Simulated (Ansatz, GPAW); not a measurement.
Given: the input of a run of GPAW 26.7.0 (ASE script) on Hf (Hafnium). 

Contents of run.py:

```python
from ase import Atoms
from ase.dft.bandgap import bandgap
from ase.io import write
from ase.units import Bohr, GPa
from gpaw import GPAW, PW
from gpaw.elf import elf_from_dft_calculation

atoms = Atoms(['Hf', 'Hf'],
              cell=[[3.1967, 0.0, 0.0],
                    [-1.59835, 2.7684234083, 0.0],
                    [0.0, 0.0, 5.0578]],
              scaled_positions=[[0.6666666667, 0.3333333333, 0.75],
                                [0.3333333333, 0.6666666667, 0.25]],
              pbc=True)

calc = GPAW(mode=PW(600),
            xc='RPBE',
            kpts={'size': (10, 10, 5), 'gamma': True},
            occupations={'name': 'methfessel-paxton', 'order': 0, 'width': 0.02},
            nbands=24,
            convergence={'density': 1e-05, 'energy': 1e-05},
            maxiter=150,
            txt='gpaw.txt')
atoms.calc = calc
energy = atoms.get_potential_energy()
forces = atoms.get_forces()
stress = atoms.get_stress()
calc.write('gs.gpw')
write('result.traj', atoms)
print(f'Energy: {energy:.6f} eV')
print('Forces (eV/A):')
print(forces.round(4))
print('Stress (GPa):', (stress / GPa).round(3))
print('Fermi level:', round(calc.get_fermi_level(), 4), 'eV')
print(f'Gap: {bandgap(calc)[0]:.4f} eV, direct: {bandgap(calc, direct=True)[0]:.4f} eV')

# fields on the real-space grid
write('density.cube', atoms, data=calc.get_pseudo_density() * Bohr**3)
write('potential.cube', atoms, data=calc.get_electrostatic_potential())
write('elf.cube', atoms, data=elf_from_dft_calculation(calc).data)
```

Potentials or basis: the program's PAW data sets (release 1.2.1) made for this functional, pw.

Command:

```sh
$ OMP_NUM_THREADS=1 python run.py
```

Set up the same calculation for Ansatz 0.2.0. Potentials or basis there: all-electron LAPW, scalar-relativistic.

As run (cutoffs and basis follow the program's own potentials, and thresholds, step limits or extra output files can differ):

Contents of input.yaml:

```yaml
crystal:
  lattice:
    - [3.1967, 0.0, 0.0]
    - [-1.59835, 2.7684234083, 0.0]
    - [0.0, 0.0, 5.0578]
  atoms:
    - { symbol: Hf, position: [0.6666666667, 0.3333333333, 0.75] }
    - { symbol: Hf, position: [0.3333333333, 0.6666666667, 0.25] }
kpoints:
  mp_grid: { grid: [10, 10, 5] }
scf:
  occupations: { method: gaussian, width: 0.02 }
hamiltonian:
  xc: rpbe
  pseudopotentials: { kind: all_electron, lapw: { basis_error: 0.001 } }
output:
  forces: true
  stress: true
  eigenvalues: true
```

Potentials or basis: all-electron LAPW, scalar-relativistic.

Run with:

```sh
$ ansatz run input.yaml --threads 1 --pin off --max-ram 3072MiB --backend cpu --events-out ev --progress --plain --runs-dir out
```

Both were run:

|  | GPAW | Ansatz |
| --- | --- | --- |
| Pressure | 3.8 GPa | 3.5 GPa |

Where Ansatz's input types no cutoff or centring, it takes its own default and a Γ-centred mesh.

Pressure is positive in compression.
